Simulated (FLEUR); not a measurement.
# C (Fd-3m) in FLEUR: a series of runs

Runs on C. Level: LDA. Tasks: band structure, equation of state.

Program: FLEUR MaX-R8.1 (later development tree). These are calculated values, not measurements. Logs are shortened: lines on timing, memory, paths and dates and some standing lists are left out, and cuts for length are marked.

**The experiment to reproduce.**

From “Equation of state of cubic boron nitride at high pressures and temperatures”, 2007, arxiv:cond-mat/0702656, for a bulk crystal of C: bulk modulus 442 ± 5 GPa.

The results are compared with them further down.

## (1) The crystal as given

It takes space group Fd-3m (No. 227, cubic). The conventional cell has a = 3.567 Å, b = 3.567 Å, c = 3.567 Å, α = 90.00°, β = 90.00°, γ = 90.00°. C (site symmetry -43m) has 4 C at 1.54 Å as nearest neighbours.

This isn't the form of C at room conditions, which is graphite.

## (2) Band structure, LDA

inp.xml

```xml
<?xml version="1.0" encoding="UTF-8" standalone="no"?>
<fleurInput fleurInputVersion="0.39">
   <comment>
      C                                                                                                   
   </comment>
   <calculationSetup>
      <cutoffs Kmax="5.19" Gmax="16.1" GmaxXC="16.1" numbands="0"/>
      <scfLoop itmax="60" minDistance="0.00001" maxIterBroyd="15" imix="Anderson" alpha="0.05" precondParam="0.0" spinf="2.0" sdNocoIR="T"/>
      <coreElectrons ctail="T" frcor="F" kcrel="0" coretail_lmax="0"/>
      <xcFunctional name="vwn" relativisticCorrections="F"/>
      <magnetism jspins="1"/>
      <soc l_soc="F" theta="0.0" phi="0.0" spav="F"/>
      <expertModes spex="0" secvar="F"/>
      <geometryOptimization l_f="F" forcealpha="1.0" forcemix="BFGS" epsdisp="0.00001" epsforce="0.00001"/>
      <ldaU l_linMix="F" mixParam="0.05" spinf="1.0"/>
   </calculationSetup>
   <cell>
      <bzIntegration valenceElectrons="8.0" mode="hist" fermiSmearingEnergy="0.00183747">
         <kPointListSelection listName="default-1"/>
         <!-- k-points included here -->
         <xi:include xmlns:xi="http://www.w3.org/2001/XInclude" href="kpts.xml"> </xi:include>
      </bzIntegration>
      <!-- symmetry operations included here -->
      <xi:include xmlns:xi="http://www.w3.org/2001/XInclude" href="sym.xml"> </xi:include>
      <bulkLattice scale="1.0">
         <bravaisMatrix>
            <row-1>    0.0000000000000000     3.3700808788279017     3.3700808788279017</row-1>
            <row-2>    3.3700808788279017     0.0000000000000000     3.3700808788279017</row-2>
            <row-3>    3.3700808788279017     3.3700808788279017     0.0000000000000000</row-3>
         </bravaisMatrix>
      </bulkLattice>
   </cell>
   <atomSpecies>
      <species name="Carbon (C)" element="C" atomicNumber="6">
         <mtSphere radius="1.35" gridPoints="447" logIncrement="0.023"/>
         <atomicCutoffs lmax="8" lnonsphr="6"/>
         <electronConfig flipSpins="F">
            <coreConfig>(1s1/2)</coreConfig>
            <valenceConfig>(2s1/2) (2p1/2) (2p3/2)</valenceConfig>
            <stateOccupation state="(2p1/2)" spinUp="0.333333" spinDown="0.333333"/>
            <stateOccupation state="(2p3/2)" spinUp="0.666667" spinDown="0.666667"/>
         </electronConfig>
         <energyParameters s="2" p="2" d="3" f="4"/>
         <lo type="SCLO" l="0" n="2" eDeriv="2"/>
         <lo type="SCLO" l="1" n="2" eDeriv="2"/>
         <lo type="SCLO" l="2" n="3" eDeriv="2"/>
      </species>
   </atomSpecies>
   <atomGroups>
      <atomGroup species="Carbon (C)">
         <relPos label="                   1">-3.000/8.000 -3.000/8.000 -3.000/8.000</relPos>
         <relPos label="                   2">3.000/8.000 3.000/8.000 3.000/8.000</relPos>
         <force calculate="T" relaxXYZ="TTT"/>
      </atomGroup>
   </atomGroups>
   <output dos="F" band="F" slice="F">
      <checks vchk="F" cdinf="F"/>
      <bandDOS minEnergy="-.5*Htr" maxEnergy="0.5*Htr" sigma="0.015" storeEVData="T"/>
      <vacuumDOS vacdos="F" integ="F" star="F" nstars="0" locx1="0.0" locy1="0.0" locx2="0.0" locy2="0.0" nstm="0" tworkf="0.0"/>
      <unfoldingBand unfoldBand="F" supercellX="1" supercellY="1" supercellZ="1"/>
      <plotting iplot="0" polar="F">
         <plot TwoD="T" vec1="  1.0  0.0  0.0" vec2="  0.0  1.0  0.0" vec3="  0.0  0.0  1.0" zero="  0.0  0.0  0.0" file="plot"/>
      </plotting>
      <chargeDensitySlicing numkpt="0" minEigenval="0.0" maxEigenval="0.0" nnne="0" pallst="F"/>
      <specialOutput eonly="F"/>
      <moessbauerParams electricFieldGradient="T" isomerShift="T" coreHyperfine="T" valenceHyperfine="T"/>
      <magneticCircularDichroism mcd="F" energyLo="-10.0" energyUp="0.0"/>
   </output>
  <!-- We include the file relax.xml here to enable relaxations (see documentation) -->
  <xi:include xmlns:xi="http://www.w3.org/2001/XInclude" href="relax.xml"> <xi:fallback/> </xi:include>
</fleurInput>
```

crystal.txt

```
C
&input cartesian=F /
0.0000000000  1.7833700000  1.7833700000
1.7833700000  0.0000000000  1.7833700000
1.7833700000  1.7833700000  0.0000000000
1.8897261246
1.0 1.0 1.0

2
6 0.7500000000  0.7500000000  0.7500000000
6 0.5000000000  0.5000000000  0.5000000000

&kpt div1=13 div2=13 div3=13 gamma=T /
```

inp.xml (bands)

```
<?xml version="1.0" encoding="UTF-8" standalone="no"?>
<fleurInput fleurInputVersion="0.39">
   <comment>
      C                                                                                                   
   </comment>
   <calculationSetup>
      <cutoffs Kmax="5.19" Gmax="16.1" GmaxXC="16.1" numbands="0"/>
      <scfLoop itmax="60" minDistance="0.00001" maxIterBroyd="15" imix="Anderson" alpha="0.05" precondParam="0.0" spinf="2.0" sdNocoIR="T"/>
      <coreElectrons ctail="T" frcor="F" kcrel="0" coretail_lmax="0"/>
      <xcFunctional name="vwn" relativisticCorrections="F"/>
      <magnetism jspins="1"/>
      <soc l_soc="F" theta="0.0" phi="0.0" spav="F"/>
      <expertModes spex="0" secvar="F"/>
      <geometryOptimization l_f="F" forcealpha="1.0" forcemix="BFGS" epsdisp="0.00001" epsforce="0.00001"/>
      <ldaU l_linMix="F" mixParam="0.05" spinf="1.0"/>
   </calculationSetup>
   <cell>
      <bzIntegration valenceElectrons="8.0" mode="hist" fermiSmearingEnergy="0.00183747">
         <kPointListSelection listName="path-1"/>
         <!-- k-points included here -->
         <xi:include xmlns:xi="http://www.w3.org/2001/XInclude" href="kpts.xml"> </xi:include>
      </bzIntegration>
      <!-- symmetry operations included here -->
      <xi:include xmlns:xi="http://www.w3.org/2001/XInclude" href="sym.xml"> </xi:include>
      <bulkLattice scale="1.0">
         <bravaisMatrix>
            <row-1>    0.0000000000000000     3.3700808788279017     3.3700808788279017</row-1>
            <row-2>    3.3700808788279017     0.0000000000000000     3.3700808788279017</row-2>
            <row-3>    3.3700808788279017     3.3700808788279017     0.0000000000000000</row-3>
         </bravaisMatrix>
      </bulkLattice>
   </cell>
   <atomSpecies>
      <species name="Carbon (C)" element="C" atomicNumber="6">
         <mtSphere radius="1.35" gridPoints="447" logIncrement="0.023"/>
         <atomicCutoffs lmax="8" lnonsphr="6"/>
         <electronConfig flipSpins="F">
            <coreConfig>(1s1/2)</coreConfig>
            <valenceConfig>(2s1/2) (2p1/2) (2p3/2)</valenceConfig>
            <stateOccupation state="(2p1/2)" spinUp="0.333333" spinDown="0.333333"/>
            <stateOccupation state="(2p3/2)" spinUp="0.666667" spinDown="0.666667"/>
         </electronConfig>
         <energyParameters s="2" p="2" d="3" f="4"/>
         <lo type="SCLO" l="0" n="2" eDeriv="2"/>
         <lo type="SCLO" l="1" n="2" eDeriv="2"/>
         <lo type="SCLO" l="2" n="3" eDeriv="2"/>
      </species>
   </atomSpecies>
   <atomGroups>
      <atomGroup species="Carbon (C)">
         <relPos label="                   1">-3.000/8.000 -3.000/8.000 -3.000/8.000</relPos>
         <relPos label="                   2">3.000/8.000 3.000/8.000 3.000/8.000</relPos>
         <force calculate="T" relaxXYZ="TTT"/>
      </atomGroup>
   </atomGroups>
   <output dos="F" band="T" slice="F">
      <checks vchk="F" cdinf="F"/>
      <bandDOS minEnergy="-.5*Htr" maxEnergy="0.5*Htr" sigma="0.015" storeEVData="T"/>
      <vacuumDOS vacdos="F" integ="F" star="F" nstars="0" locx1="0.0" locy1="0.0" locx2="0.0" locy2="0.0" nstm="0" tworkf="0.0"/>
      <unfoldingBand unfoldBand="F" supercellX="1" supercellY="1" supercellZ="1"/>
      <plotting iplot="0" polar="F">
         <plot TwoD="T" vec1="  1.0  0.0  0.0" vec2="  0.0  1.0  0.0" vec3="  0.0  0.0  1.0" zero="  0.0  0.0  0.0" file="plot"/>
      </plotting>
      <chargeDensitySlicing numkpt="0" minEigenval="0.0" maxEigenval="0.0" nnne="0" pallst="F"/>
      <specialOutput eonly="F"/>
      <moessbauerParams electricFieldGradient="T" isomerShift="T" coreHyperfine="T" valenceHyperfine="T"/>
      <magneticCircularDichroism mcd="F" energyLo="-10.0" energyUp="0.0"/>
   </output>
  <!-- We include the file relax.xml here to enable relaxations (see documentation) -->
  <xi:include xmlns:xi="http://www.w3.org/2001/XInclude" href="relax.xml"> <xi:fallback/> </xi:include>
</fleurInput>
```

Potentials or basis: all-electron, FLAPW.

Command:

```sh
> inpgen -f crystal.txt -profile fastHighL
> # inp.xml edited to the form shown
> fleur_MPI
> fleur_MPI   # second run, on inp.xml (bands)
```

Standard output:

```text
Welcome to FLEUR        (www.flapw.de)
      MaX-Release 8.1          (www.max-centre.eu)

 ========== k-point set info ==========
 Selected k-point list: default-1
 k-point list type: mesh
 13 x 13 x 13
 Number of k points: 84

 ------------Calculation Setup---------------------------
 Number of MPI-tasks      :            1
 Number of PE/node        :            1
 Number of OMP-threads    :            1
 Most efficient MPI parallelization for:
           1           2           3           4           6           7          12          14          21          28          42          84
 Additional eigenvalue parallelization possible
 Number of basis functions:          220
 Approximate size of matrices (H+S) per k-point:         0.001 GB
 --------------------------------------------------------
 Iteration:     1   Distance:      26.35405371 me/bohr^3
 Iteration:     2   Distance:      24.81845881 me/bohr^3
 Iteration:     3   Distance:       4.08926150 me/bohr^3
 Iteration:     4   Distance:       1.77147952 me/bohr^3
 Iteration:     5   Distance:       0.28195443 me/bohr^3
 Iteration:     6   Distance:       0.05329970 me/bohr^3
 Iteration:     7   Distance:       0.00954713 me/bohr^3
 Iteration:     8   Distance:       0.00070324 me/bohr^3
 Iteration:     9   Distance:       0.00024190 me/bohr^3
 Iteration:    10   Distance:       0.00000321 me/bohr^3

 ********************************************************************
 Run finished successfully
 Stop message:
   all done
 ********************************************************************
```

output (bands):

```text
Welcome to FLEUR        (www.flapw.de)
      MaX-Release 8.1          (www.max-centre.eu)

 ========== k-point set info ==========
 Selected k-point list: path-1
 k-point list type: path
 Number of k points: 60

 ------------Calculation Setup---------------------------
 Number of MPI-tasks      :            1
 Number of PE/node        :            1
 Number of OMP-threads    :            1
 Most efficient MPI parallelization for:
           1           2           3           4           5           6          10          12          15          20          30          60
 Additional eigenvalue parallelization possible
 Number of basis functions:          220
 Approximate size of matrices (H+S) per k-point:         0.001 GB
 --------------------------------------------------------
 Fermi energy correction for insulators:
 No automatic correction of the Fermi energy has been performed.

 Note: Band structure data (together with different weights) is also stored in the banddos.hdf file.
       A convenient way of extracting and plotting the data from that file is by making use of the

 ********************************************************************
 Run finished successfully
 Stop message:
   Charge density postprocessing done.
 ********************************************************************
```

out.xml (last iteration):

```text
<iteration numberForCurrentRun="   10" overallNumber="   10">
         <energyParameters units="Htr">
            <atomicEP atomType="1" spin="1" branch="2s" branchLowest="-9.21" branchHighest="2.76" value="-0.2654088808"/>
            <atomicEP atomType="1" spin="1" branch="2p" branchLowest="-9.99" branchHighest="2.30" value="-0.0692580386"/>
            <atomicEP atomType="1" spin="1" branch="3d" branchLowest="-9.99" branchHighest="6.92" value="0.1351548756"/>
            <atomicEP atomType="1" spin="1" branch="4f" branchLowest="-9.99" branchHighest="11.61" value="0.2949727113"/>
            <loAtomicEP atomType="1" spin="1" branch="2s" branchLowest="-9.21" branchHighest="2.76" value="-0.2654088808"/>
            <loAtomicEP atomType="1" spin="1" branch="2p" branchLowest="-9.99" branchHighest="2.30" value="-0.0692718385"/>
            <loAtomicEP atomType="1" spin="1" branch="3d" branchLowest="-9.99" branchHighest="6.92" value="0.1351567857"/>
         </energyParameters>
         <eigenvalues>
            <eigenvaluesAt spin="1" ikpt="1" k_x="0.00000000" k_y="0.00000000" k_z="0.00000000">
                      -0.3396497130        0.4437901123        0.4437901123        0.4437901123        0.6477205749
                       0.6477205749        0.6477205749
            </eigenvaluesAt>
            <eigenvaluesAt spin="1" ikpt="2" k_x="0.00000000" k_y="0.00000000" k_z="0.07692308">
                      -0.3336381219        0.4051035286        0.4335819051        0.4335819051        0.6610403963
                       0.6610403963        0.6708010581
            </eigenvaluesAt>
            <eigenvaluesAt spin="1" ikpt="3" k_x="0.00000000" k_y="0.00000000" k_z="0.15384615">
                      -0.3156603739        0.3225539592        0.4105729680        0.4105729680        0.6912184798
                       0.6912184798        0.7092892068
            </eigenvaluesAt>
            <eigenvaluesAt spin="1" ikpt="4" k_x="0.00000000" k_y="0.00000000" k_z="0.23076923">
                      -0.2859143241        0.2277131500        0.3856634712        0.3856634712        0.7216751911
                       0.7216751911        0.7390891093
            </eigenvaluesAt>
         </eigenvalues>
         <bandgap value="4.1133204254" units="eV"/>
         <sumValenceSingleParticleEnergies value="0.9333375531" units="Htr"/>
         <FermiEnergy value="0.4437901123" units="Htr"/>
         <valenceDensity>
            <mtCharges spin="1">
               <mtCharge atomType="1" total="2.0951311" s="0.6423950" p="1.4172934" d="0.0317276" f="0.0030696"/>
            </mtCharges>
            <spinDependentCharge spin="1" total="8.0000000" interstitial="3.8097377" mtSpheres="4.1902623"/>
            <totalCharge value="8.0000000000"/>
         </valenceDensity>
         <coreStates atomType="     1" atomicNumber="  6" spin="1" kinEnergy="     31.4541499590" eigValSum="    -18.4351147617" lostElectrons=" 0.000196">
            <state n="1" l="0" j="0.5" energy="-9.2175573809" weight="1.0000000000"/>
         </coreStates>
         <allElectronCharges>
            <spinDependentCharge spin="1" total="12.0000000" interstitial="3.8101269" mtSpheres="8.1898731"/>
            <totalCharge value="11.9999999966"/>
         </allElectronCharges>
         <moessbauerParams unitsHFF="kG" unitsIS="e/bohr^3" unitsEFG="Htr/bohr^2">
            <coreIsomerShift atomType="1" isTotal="121.68275">
               <shell n="1" l="0" isomerShift="121.68275"/>
            </coreIsomerShift>
            <isomerShift atomType="1" nucleusRadius="0.0000541" averageDensity="126.08570"/>
            <electricFieldGradient atomType="1" VXX="0.00000" VYY="0.00000" VZZ="0.00000" asymParam="0.00000">
            </electricFieldGradient>
         </moessbauerParams>
         <totalEnergy                                    value="      -75.6290745077" units="Htr">
            <sumOfEigenvalues                            value="      -35.9368919703">
               <coreElectrons value="-36.8702295235"/>
               <valenceElectrons value="0.9333375531"/>
            </sumOfEigenvalues>
            <densityCoulombPotentialIntegral value="-97.5266599034"/>
            <densityEffectivePotentialIntegral value="-111.0145964482"/>
            <chargeDenXCDenIntegral value="-10.2450316587"/>
            <FockExchangeEnergyValence value="0.0000000000"/>
            <FockExchangeEnergyCore value="0.0000000000"/>
            <atomTypeDependentContributions atomType="1">
               <electronNucleiInteractionDifferentMTs value="82.9514616755"/>
               <MadelungTerm value="-8.7469556996"/>
            </atomTypeDependentContributions>
            <tkbTimesEntropy value="0.0000000000"/>
            <freeEnergy value="-75.6290745077"/>
            <extrapolationTo0K value="-75.6290745077"/>
         </totalEnergy>
         <densityConvergence units="me/bohr^3">
            <chargeDensity spin="1" distance="0.0000032128"/>
         </densityConvergence>
      </iteration>
```

Run time: 11 s. Hardware: 1 thread of Arm Neoverse V1, shared host; peak memory 0.04 GiB.

Results:

| Item | Value |
| --- | --- |
| Free energy | -2057.9720 eV |
| Band gap on the k mesh | 4.11 eV, indirect (least direct gap 5.55 eV) |
| Band gap along the path | 4.10 eV, indirect (least direct gap 5.55 eV) |
| Valence electrons inside the program's atomic spheres | C 2.10 (radii C 1.35 bohr) |

Levels at the corners of the path, in eV from the valence-band top:
| point | band 2 | band 3 | band 4 | band 5 | band 6 | band 7 |
| --- | --- | --- | --- | --- | --- | --- |
| Γ | 0.00 | 0.00 | 0.00 | 5.55 | 5.55 | 5.55 |
| X | -12.61 | -6.29 | -6.29 | 4.71 | 4.71 | 16.62 |
| W | -11.78 | -8.35 | -8.35 | 10.45 | 10.45 | 12.33 |
| K | -11.59 | -9.36 | -5.35 | 5.62 | 10.66 | 14.23 |
| Γ | 0.00 | 0.00 | 0.00 | 5.55 | 5.55 | 5.55 |
| L | -13.36 | -2.79 | -2.79 | 8.39 | 8.39 | 9.00 |
| U | -11.59 | -9.36 | -5.35 | 5.62 | 10.66 | 14.23 |
| W | -11.78 | -8.35 | -8.35 | 10.45 | 10.45 | 12.33 |
| L | -13.36 | -2.79 | -2.79 | 8.39 | 8.39 | 9.00 |
| K | -11.59 | -9.36 | -5.35 | 5.62 | 10.66 | 14.23 |
| U | -11.59 | -9.36 | -5.35 | 5.62 | 10.66 | 14.23 |
| X | -12.61 | -6.29 | -6.29 | 4.71 | 4.71 | 16.62 |

Core levels (eV from the Fermi level):
| atom | levels |
| --- | --- |
| 1 C | 1s1/2 -262.9 |
| 2 C | 1s1/2 -262.9 |

## (3) Equation of state, LDA, 5.33 Å³/atom (volume scaled by 0.94)

Edit inp.xml of step 2 so:

```diff
@@ -6,3 +6,3 @@
    <calculationSetup>
-      <cutoffs Kmax="5.19" Gmax="16.1" GmaxXC="16.1" numbands="0"/>
+      <cutoffs Kmax="5.34" Gmax="16.6" GmaxXC="16.6" numbands="0"/>
       <scfLoop itmax="60" minDistance="0.00001" maxIterBroyd="15" imix="Anderson" alpha="0.05" precondParam="0.0" spinf="2.0" sdNocoIR="T"/>
@@ -24,3 +24,3 @@
       <xi:include xmlns:xi="http://www.w3.org/2001/XInclude" href="sym.xml"> </xi:include>
-      <bulkLattice scale="1.0">
+      <bulkLattice scale="0.9795861087">
          <bravaisMatrix>
@@ -34,3 +34,3 @@
       <species name="Carbon (C)" element="C" atomicNumber="6">
-         <mtSphere radius="1.35" gridPoints="447" logIncrement="0.023"/>
+         <mtSphere radius="1.31" gridPoints="447" logIncrement="0.023"/>
          <atomicCutoffs lmax="8" lnonsphr="6"/>
```

Potentials or basis: all-electron, FLAPW.

Command:

```sh
> inpgen -f crystal.txt -profile fastHighL
> # inp.xml edited to the form shown
> fleur_MPI
```

It took 9 s on 1 thread of Arm Neoverse V1, shared host; peak memory 0.08 GiB.

The run converged. Its results:

```yaml
Free_energy: -2057.9692 eV
Band_gap_on_the_k_mesh: 4.26 eV, indirect (least direct gap 5.72 eV)
Valence_electrons_inside_the_program's_atomic_spheres: C 2.02 (radii C 1.31 bohr)
```

Caveat: an odd mesh through Γ misses points on the zone boundary, where band edges often lie.

## (4) Equation of state, LDA, 5.44 Å³/atom (volume scaled by 0.96)

Edit inp.xml of step 3 so:

```diff
@@ -24,3 +24,3 @@
       <xi:include xmlns:xi="http://www.w3.org/2001/XInclude" href="sym.xml"> </xi:include>
-      <bulkLattice scale="0.9795861087">
+      <bulkLattice scale="0.9864848297">
          <bravaisMatrix>
```

Command:

```sh
> inpgen -f crystal.txt -profile fastHighL
> # inp.xml edited to the form shown
> fleur_MPI
```

Run time: 9.9 s. Hardware: 1 thread of Arm Neoverse V1, shared host; peak memory 0.08 GiB.

Results (log left out):

```
Free energy                                           : -2057.9842 eV
Band gap on the k mesh                                : 4.21 eV, indirect (least direct gap 5.66 eV)
Valence electrons inside the program's atomic spheres : C 2.00 (radii C 1.31 bohr)
```

Caveat: an odd mesh through Γ misses points on the zone boundary, where band edges often lie.

(Part 1 of 2 ends here.)
